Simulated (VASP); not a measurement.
Here is a VASP 6.6.1 calculation.

Contents of INCAR:

```
PREC = Accurate
ENCUT = 700
EDIFF = 1E-7
ISMEAR = 0
SIGMA = 0.1
LREAL = False
LASPH = True
NELM = 60
ALGO = Normal
ISIF = 3
LWAVE = False
LCHARG = False
GGA = PE
IBRION = 2
NSW = 80
EDIFFG = -0.002
```

KPOINTS

```
regular mesh
0
Gamma
  18 18 18
```

File POSCAR:

```
W                                       
1.0
   -1.5927802199      1.5927802199      1.5927802199
    1.5927802199     -1.5927802199      1.5927802199
    1.5927802199      1.5927802199     -1.5927802199
  W             
     1
Direct
     0.0000000000000000    0.0000000000000000    0.0000000000000000
```

Potentials or basis: VASP PAW PBE potentials, release 64 (W_sv).

The run is started by

```bash
$ cat potpaw_PBE.64/W_sv/POTCAR > POTCAR
$ mpirun -np 1 vasp_std > vasp.out
```

Problem. Estimate the band gap on the k mesh.

Solution. None (metal or under the smearing width).

Final structure:
```xyz
1
Lattice="-1.5928 1.5928 1.5928 1.5928 -1.5928 1.5928 1.5928 1.5928 -1.5928" Properties=species:S:1:pos:R:3 pbc="T T T"
W     0.0000    0.0000    0.0000
```

Caveat: the relaxation stopped at its first step, so nothing moved. Spin-orbit coupling is left out, which matters for the levels of W.
